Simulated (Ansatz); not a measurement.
Born–Oppenheimer molecular dynamics of a periodic cell of 27 atoms, Ti (surface Ti(0001)). It starts from a relaxed structure.

Computed with DFT PBE-D3(BJ), scalar-relativistic, plane waves, PAW in Ansatz 0.2.0. Settings: accuracy low, PAW set soft_1, cutoff 420 eV, k mesh 2x2x1, fermi-dirac smearing 0.1 eV, no spin polarisation.

* ensemble: NVT, Langevin thermostat
* time step: 4.5 fs
* steps asked: 80
* set temperature: 900 K
* friction: 0.02 /fs
* atoms held: 1 to 9
* seed: 311849

Frames 22.5 fs apart, positions in Å, forces in eV/Å.

Velocities at 90.0 fs (Å/ps):

```
Ti 0.00 0.00 0.00
Ti 0.00 0.00 0.00
Ti 0.00 0.00 0.00
Ti 0.00 0.00 0.00
Ti 0.00 0.00 0.00
Ti 0.00 0.00 0.00
Ti 0.00 0.00 0.00
Ti 0.00 0.00 0.00
Ti 0.00 0.00 0.00
Ti 3.62 4.25 -2.03
Ti 0.72 0.06 -1.83
Ti -6.40 3.72 -2.19
Ti -2.94 -10.82 -2.23
Ti 7.70 -4.11 6.75
Ti 3.83 1.72 2.17
Ti 4.10 -4.63 0.72
Ti 0.43 1.52 -1.85
Ti 6.36 3.96 1.55
Ti 1.34 11.00 1.65
Ti -1.20 -2.13 0.05
Ti 10.83 1.85 7.18
Ti -2.49 4.73 2.36
Ti -1.90 3.39 -0.69
Ti 4.38 3.89 7.23
Ti -0.79 1.23 1.85
Ti -0.97 -0.33 -1.82
Ti 2.30 1.04 9.34
```

```xyz
27
Lattice="8.8500 0.0000 0.0000 4.4250 7.6643 0.0000 0.0000 0.0000 17.6846" Properties=species:S:1:pos:R:3:forces:R:3 time_fs=90.0 energy_less_start_eV=1.792 T=1088
Ti 0.000 0.000 1.000 -0.01 -0.07 0.13
Ti 2.950 0.000 1.000 0.04 0.44 -0.24
Ti 5.900 0.000 1.000 0.39 0.38 0.15
Ti 1.475 2.555 1.000 -0.20 0.05 0.29
Ti 4.425 2.555 1.000 -0.25 -0.16 0.47
Ti 7.375 2.555 1.000 -0.33 0.04 0.35
Ti 2.950 5.109 1.000 0.00 0.24 0.20
Ti 5.900 5.109 1.000 0.08 0.44 -0.52
Ti 8.850 5.109 1.000 0.19 -0.09 0.19
Ti -0.146 1.731 3.224 -0.16 0.75 -0.11
Ti 2.744 1.851 3.357 1.26 0.11 -0.80
Ti 5.740 1.814 3.363 -0.10 -0.43 -0.47
Ti 1.599 4.396 3.243 -0.41 0.21 -0.20
Ti 4.588 4.427 3.106 -0.60 -0.05 0.77
Ti 7.301 4.469 3.139 1.04 -0.18 0.57
Ti 2.944 7.019 3.315 0.25 -0.83 -0.20
Ti 5.993 7.122 3.228 -0.42 -0.81 -0.48
Ti 8.854 7.007 3.078 -0.06 -0.29 0.68
Ti 0.333 0.052 5.449 -0.68 0.37 0.27
Ti 3.277 0.076 5.484 0.17 0.20 -0.12
Ti 6.352 -0.095 5.812 -0.73 0.58 -0.61
Ti 1.339 2.738 5.294 -0.38 0.15 1.22
Ti 4.268 2.683 5.531 0.07 0.07 -0.45
Ti 7.062 2.824 5.382 0.82 -0.22 0.01
Ti 3.180 5.120 5.604 -0.55 0.38 -0.44
Ti 5.957 5.468 5.367 0.51 -0.80 0.07
Ti 9.120 5.432 5.628 0.03 -0.45 -0.75
27
Lattice="8.8500 0.0000 0.0000 4.4250 7.6643 0.0000 0.0000 0.0000 17.6846" Properties=species:S:1:pos:R:3:forces:R:3 time_fs=112.5 energy_less_start_eV=2.108 T=690
Ti 0.000 0.000 1.000 -0.08 -0.11 0.25
Ti 2.950 0.000 1.000 0.18 0.38 -0.02
Ti 5.900 0.000 1.000 0.51 0.27 0.46
Ti 1.475 2.555 1.000 0.02 0.01 0.04
Ti 4.425 2.555 1.000 -0.34 0.00 0.25
Ti 7.375 2.555 1.000 -0.49 0.23 0.29
Ti 2.950 5.109 1.000 0.00 0.01 0.60
Ti 5.900 5.109 1.000 0.11 0.37 -0.49
Ti 8.850 5.109 1.000 0.31 0.08 0.34
Ti -0.108 1.818 3.159 -0.43 -0.16 0.16
Ti 2.797 1.895 3.375 0.76 -0.47 -0.87
Ti 5.678 1.867 3.293 0.84 -0.81 0.14
Ti 1.504 4.216 3.292 0.06 1.19 -0.73
Ti 4.758 4.382 3.196 -1.69 0.04 0.02
Ti 7.380 4.487 3.151 0.87 -0.16 0.67
Ti 3.040 6.848 3.369 0.19 0.07 -0.43
Ti 6.035 7.075 3.219 -0.44 -0.20 -0.38
Ti 8.873 7.020 3.143 0.15 -0.50 0.21
Ti 0.367 0.279 5.455 -0.53 -0.29 -0.07
Ti 3.308 0.048 5.458 0.04 0.41 0.03
Ti 6.498 -0.060 5.863 -1.06 0.55 -0.57
Ti 1.300 2.763 5.334 -0.27 0.19 1.35
Ti 4.205 2.777 5.470 0.51 -0.05 0.04
Ti 7.143 2.907 5.485 0.45 -0.35 -0.63
Ti 3.099 5.155 5.593 -0.35 0.00 -0.46
Ti 5.914 5.486 5.321 0.53 -0.47 0.66
Ti 9.094 5.414 5.777 0.15 -0.22 -0.87
27
Lattice="8.8500 0.0000 0.0000 4.4250 7.6643 0.0000 0.0000 0.0000 17.6846" Properties=species:S:1:pos:R:3:forces:R:3 time_fs=135.0 energy_less_start_eV=2.448 T=672
Ti 0.000 0.000 1.000 -0.08 0.00 0.20
Ti 2.950 0.000 1.000 0.35 0.27 0.19
Ti 5.900 0.000 1.000 0.52 0.17 0.53
Ti 1.475 2.555 1.000 0.09 0.03 -0.02
Ti 4.425 2.555 1.000 -0.41 0.08 0.07
Ti 7.375 2.555 1.000 -0.56 0.27 0.30
Ti 2.950 5.109 1.000 0.00 -0.06 0.55
Ti 5.900 5.109 1.000 0.16 0.12 -0.20
Ti 8.850 5.109 1.000 0.37 0.35 0.21
Ti -0.041 1.865 3.156 -0.52 -0.77 0.38
Ti 2.833 1.874 3.396 -0.20 -0.65 -1.21
Ti 5.643 1.862 3.246 1.48 -0.64 0.20
Ti 1.476 4.178 3.295 0.61 1.36 -0.62
Ti 4.775 4.375 3.233 -1.20 -0.08 -0.93
Ti 7.575 4.470 3.170 -0.45 -0.05 0.74
Ti 3.189 6.760 3.367 -0.24 0.74 -0.59
Ti 6.050 6.997 3.181 0.05 0.31 -0.34
Ti 8.936 7.049 3.238 0.23 -0.93 0.02
Ti 0.393 0.349 5.457 -0.23 -0.34 -0.13
Ti 3.344 0.146 5.500 -0.16 0.14 -0.04
Ti 6.551 -0.026 5.778 -1.17 0.63 -0.54
Ti 1.320 2.828 5.461 -0.35 -0.02 0.60
Ti 4.137 2.877 5.282 0.94 -0.13 1.34
Ti 7.221 2.925 5.490 0.16 -0.26 -0.80
Ti 2.987 5.207 5.506 0.02 -0.27 -0.09
Ti 5.884 5.507 5.233 0.61 -0.31 1.10
Ti 9.052 5.405 5.828 -0.04 0.01 -0.91
27
Lattice="8.8500 0.0000 0.0000 4.4250 7.6643 0.0000 0.0000 0.0000 17.6846" Properties=species:S:1:pos:R:3:forces:R:3 time_fs=157.5 energy_less_start_eV=2.495 T=671
Ti 0.000 0.000 1.000 -0.20 0.09 -0.09
Ti 2.950 0.000 1.000 0.76 0.25 0.09
Ti 5.900 0.000 1.000 0.57 0.06 0.43
Ti 1.475 2.555 1.000 -0.03 0.14 0.01
Ti 4.425 2.555 1.000 -0.29 0.16 0.17
Ti 7.375 2.555 1.000 -0.55 0.28 0.39
Ti 2.950 5.109 1.000 0.07 -0.13 0.33
Ti 5.900 5.109 1.000 0.13 0.05 -0.17
Ti 8.850 5.109 1.000 0.23 0.38 0.30
Ti -0.015 1.837 3.150 -0.40 -0.40 0.50
Ti 2.821 1.877 3.317 -0.20 -0.78 -0.68
Ti 5.682 1.738 3.267 1.67 0.12 -0.11
Ti 1.578 4.264 3.285 0.21 0.72 -0.33
Ti 4.777 4.418 3.256 -0.54 -0.76 -1.26
Ti 7.625 4.495 3.231 -0.32 0.06 0.27
Ti 3.345 6.630 3.372 -0.78 1.70 -0.67
Ti 6.091 7.022 3.059 0.15 -0.12 0.64
Ti 9.128 7.058 3.326 -0.28 -1.43 0.18
Ti 0.404 0.362 5.443 0.10 -0.33 -0.32
Ti 3.438 0.167 5.624 -0.32 0.09 -0.57
Ti 6.503 0.002 5.694 -0.91 0.58 -0.67
Ti 1.356 2.902 5.598 -0.27 -0.26 -0.23
Ti 4.153 2.858 5.134 0.71 -0.19 1.72
Ti 7.285 2.921 5.412 -0.03 -0.33 -0.48
Ti 2.977 5.223 5.487 0.07 -0.36 0.44
Ti 5.933 5.498 5.240 0.57 0.16 0.84
Ti 9.004 5.341 5.794 -0.10 0.23 -0.72
27
Lattice="8.8500 0.0000 0.0000 4.4250 7.6643 0.0000 0.0000 0.0000 17.6846" Properties=species:S:1:pos:R:3:forces:R:3 time_fs=180.0 energy_less_start_eV=2.418 T=966
Ti 0.000 0.000 1.000 -0.27 0.14 -0.04
Ti 2.950 0.000 1.000 1.12 0.36 -0.24
Ti 5.900 0.000 1.000 0.56 0.01 0.22
Ti 1.475 2.555 1.000 -0.10 0.19 0.02
Ti 4.425 2.555 1.000 -0.22 0.10 0.23
Ti 7.375 2.555 1.000 -0.51 0.40 0.50
Ti 2.950 5.109 1.000 0.20 0.00 -0.03
Ti 5.900 5.109 1.000 0.20 0.11 -0.22
Ti 8.850 5.109 1.000 0.02 0.20 0.44
Ti -0.011 1.866 3.127 -0.25 -0.09 0.62
Ti 2.814 1.873 3.272 0.37 -0.37 -0.01
Ti 5.756 1.594 3.321 1.23 0.82 -0.29
Ti 1.742 4.369 3.226 -0.56 -0.23 0.22
Ti 4.721 4.395 3.205 0.04 -0.56 -0.20
Ti 7.576 4.584 3.330 0.24 -0.15 -0.72
Ti 3.283 6.606 3.353 0.09 2.03 -0.88
Ti 6.202 7.100 2.973 -0.66 -0.87 1.45
Ti 9.342 6.998 3.381 -1.26 -1.43 0.22
Ti 0.409 0.339 5.380 0.25 -0.14 -0.46
Ti 3.523 0.136 5.702 -0.43 0.29 -0.75
Ti 6.503 0.111 5.652 -0.75 0.30 -0.40
Ti 1.352 2.922 5.676 -0.13 -0.14 -0.67
Ti 4.232 2.819 5.220 0.37 -0.26 0.86
Ti 7.230 2.963 5.325 0.09 -0.48 0.05
Ti 3.070 5.247 5.465 -0.21 -0.35 0.50
Ti 6.011 5.575 5.357 0.13 0.00 -0.05
Ti 8.882 5.316 5.704 0.43 0.10 -0.36
27
Lattice="8.8500 0.0000 0.0000 4.4250 7.6643 0.0000 0.0000 0.0000 17.6846" Properties=species:S:1:pos:R:3:forces:R:3 time_fs=202.5 energy_less_start_eV=2.806 T=637
Ti 0.000 0.000 1.000 -0.08 0.31 0.10
Ti 2.950 0.000 1.000 1.17 0.38 -0.27
Ti 5.900 0.000 1.000 0.47 -0.08 0.14
Ti 1.475 2.555 1.000 -0.13 0.18 0.17
Ti 4.425 2.555 1.000 -0.28 -0.03 0.44
Ti 7.375 2.555 1.000 -0.35 0.36 0.64
Ti 2.950 5.109 1.000 0.29 0.23 -0.29
Ti 5.900 5.109 1.000 0.14 0.09 -0.31
Ti 8.850 5.109 1.000 -0.10 0.11 0.31
Ti 0.013 1.888 3.194 -0.16 0.19 0.23
Ti 2.728 1.771 3.284 1.11 0.69 0.40
Ti 5.860 1.530 3.328 0.09 0.94 -0.71
Ti 1.765 4.511 3.169 -0.51 -1.63 0.69
Ti 4.694 4.401 3.183 0.08 -0.57 0.37
Ti 7.505 4.666 3.337 0.62 -0.72 -0.82
Ti 3.269 6.737 3.341 0.59 1.23 -1.00
Ti 6.236 7.054 2.999 -0.99 -0.88 1.22
Ti 9.415 6.877 3.394 -1.77 -0.12 0.02
Ti 0.389 0.244 5.361 0.48 0.39 -0.18
Ti 3.591 0.061 5.792 -0.54 0.58 -0.86
Ti 6.521 0.193 5.581 -0.80 -0.08 0.21
Ti 1.353 2.973 5.754 -0.09 -0.25 -1.06
Ti 4.310 2.768 5.374 0.13 -0.34 -0.29
Ti 7.161 2.878 5.182 0.51 0.32 0.73
Ti 3.187 5.277 5.417 -0.63 -0.28 0.59
Ti 6.033 5.632 5.442 0.07 -0.47 -0.34
Ti 8.854 5.397 5.671 0.69 -0.54 -0.13
27
Lattice="8.8500 0.0000 0.0000 4.4250 7.6643 0.0000 0.0000 0.0000 17.6846" Properties=species:S:1:pos:R:3:forces:R:3 time_fs=225.0 energy_less_start_eV=2.750 T=746
Ti 0.000 0.000 1.000 0.22 0.47 -0.20
Ti 2.950 0.000 1.000 1.07 0.34 -0.06
Ti 5.900 0.000 1.000 0.36 -0.18 -0.05
Ti 1.475 2.555 1.000 -0.06 0.14 0.21
Ti 4.425 2.555 1.000 -0.31 -0.08 0.64
Ti 7.375 2.555 1.000 -0.40 0.33 0.53
Ti 2.950 5.109 1.000 0.18 0.37 -0.07
Ti 5.900 5.109 1.000 0.09 -0.01 -0.44
Ti 8.850 5.109 1.000 0.13 -0.04 0.25
Ti -0.033 1.929 3.207 0.69 0.33 0.25
Ti 2.648 1.688 3.350 1.27 0.80 0.16
Ti 5.942 1.502 3.306 -0.86 1.26 -1.22
Ti 1.782 4.447 3.176 -0.36 -1.09 0.53
Ti 4.681 4.419 3.163 0.05 -0.29 0.57
Ti 7.518 4.681 3.307 0.40 -1.19 -0.43
Ti 3.346 7.062 3.288 -0.38 -1.19 -0.23
Ti 6.185 6.989 3.030 -0.82 -0.58 0.63
Ti 9.361 6.774 3.316 -1.10 0.83 -0.20
Ti 0.438 0.148 5.346 0.28 0.93 0.29
Ti 3.674 0.043 5.809 -0.90 0.54 -0.72
Ti 6.424 0.216 5.513 -0.28 -0.57 0.59
Ti 1.351 2.984 5.759 0.07 -0.42 -1.05
Ti 4.393 2.620 5.332 -0.08 0.09 -0.32
Ti 7.184 2.807 5.195 0.43 0.75 0.67
Ti 3.206 5.259 5.419 -0.52 0.10 -0.05
Ti 6.104 5.639 5.444 0.25 -0.71 -0.32
Ti 8.990 5.432 5.584 0.60 -0.90 0.04
27
Lattice="8.8500 0.0000 0.0000 4.4250 7.6643 0.0000 0.0000 0.0000 17.6846" Properties=species:S:1:pos:R:3:forces:R:3 time_fs=247.5 energy_less_start_eV=2.517 T=1019
Ti 0.000 0.000 1.000 0.53 0.39 -0.28
Ti 2.950 0.000 1.000 0.68 0.11 0.25
Ti 5.900 0.000 1.000 0.39 -0.22 -0.40
Ti 1.475 2.555 1.000 0.07 0.19 0.17
Ti 4.425 2.555 1.000 -0.48 0.04 0.51
Ti 7.375 2.555 1.000 -0.27 0.36 0.05
Ti 2.950 5.109 1.000 0.13 0.38 0.10
Ti 5.900 5.109 1.000 -0.04 0.04 -0.25
Ti 8.850 5.109 1.000 0.46 -0.06 -0.14
Ti -0.051 1.991 3.176 1.13 0.38 0.38
Ti 2.686 1.621 3.365 0.88 0.83 -0.15
Ti 5.954 1.665 3.110 -0.71 0.49 0.03
Ti 1.789 4.390 3.234 -0.28 -0.46 -0.18
Ti 4.625 4.397 3.161 0.32 -0.12 0.55
Ti 7.648 4.694 3.234 -0.32 -1.40 0.05
Ti 3.425 7.237 3.245 -1.49 -2.13 0.14
Ti 6.141 6.934 3.150 -0.39 -0.25 -0.57
Ti 9.245 6.749 3.195 -0.17 1.17 0.35
Ti 0.465 0.157 5.320 0.19 0.86 0.60
Ti 3.740 0.002 5.786 -1.23 0.19 -0.59
Ti 6.353 0.170 5.423 0.09 -0.19 0.01
Ti 1.300 2.966 5.619 0.42 -0.79 -0.51
Ti 4.481 2.472 5.293 -0.09 0.47 -0.17
Ti 7.216 2.900 5.185 0.01 -0.04 0.37
Ti 3.157 5.210 5.433 0.11 0.32 -0.28
Ti 6.272 5.589 5.410 -0.02 -0.58 0.08
Ti 9.157 5.285 5.554 0.08 0.02 -0.09
```

Of the whole run (360 fs, mean temperature of the second half 867 K): A run of 0.36 ps of so small a system gives no equilibrium averages. Limits of this set-up: coarse k mesh, thin slab, slab without dipole correction, low accuracy level.

Run time: 28 min on 4 threads of Arm Neoverse V1, on a shared host, peak memory 4.8 GiB.
